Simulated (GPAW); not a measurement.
Nb3Sn: energy against volume and a worked fit

```cif
data_structure
_symmetry_space_group_name_H-M 'Pm-3n'
_symmetry_Int_Tables_number 223
_cell_length_a 5.2821
_cell_length_b 5.2821
_cell_length_c 5.2821
_cell_angle_alpha 90.000
_cell_angle_beta 90.000
_cell_angle_gamma 90.000
_cell_volume 147.37
loop_
_atom_site_label
_atom_site_type_symbol
_atom_site_symmetry_multiplicity
_atom_site_Wyckoff_symbol
_atom_site_fract_x
_atom_site_fract_y
_atom_site_fract_z
_atom_site_occupancy
Sn1 Sn 2 a 0.50000 0.50000 0.50000 1
Nb1 Nb 6 c 0.00000 0.50000 0.25000 1
```

The cell was scaled at fixed shape and fractions and run with GPAW, the program's PAW data sets (release 1.2.1) made for this functional, cutoff 600 eV; LDA, k mesh 4 × 4 × 4 on the cell of 8 atoms, fermi-dirac occupations of 0.05 eV, no spin polarisation, no spin-orbit coupling. Energies are those that the program minimises, any entropy of the smearing included. For a metal such a mesh isn't converged to the digits shown.

```csv
V (Å³/atom),energy over the lowest row (meV/atom)
17.3164,3.60
17.6848,0.00
18.0533,5.13
18.4217,18.12
18.7901,?
19.1586,64.53
19.5270,96.59
```

Fit the third-order Birch-Murnaghan form, give V0, B0 and B′, and predict the energy left open.

With y = (V0/V)^(2/3), E = E0 + (9 V0 B0/16) [(y - 1)³ B′ + (y - 1)² (6 - 4y)]. Least squares through the rows shown give V0 = 17.6461 Å³/atom, E0 = -0.05 meV, B0 = 183.9 GPa (1 eV/Å³ = 160.218 GPa) and B′ = 4.16, with a largest miss of 0.01 meV. At V = 18.7901 the form with these constants gives 38.15 meV; the run gave 38.16 meV an atom. Measured volume: 18.54 Å³/atom (a printed reference work), so the fit lies -4.8 % from it. The runs are for a static lattice.
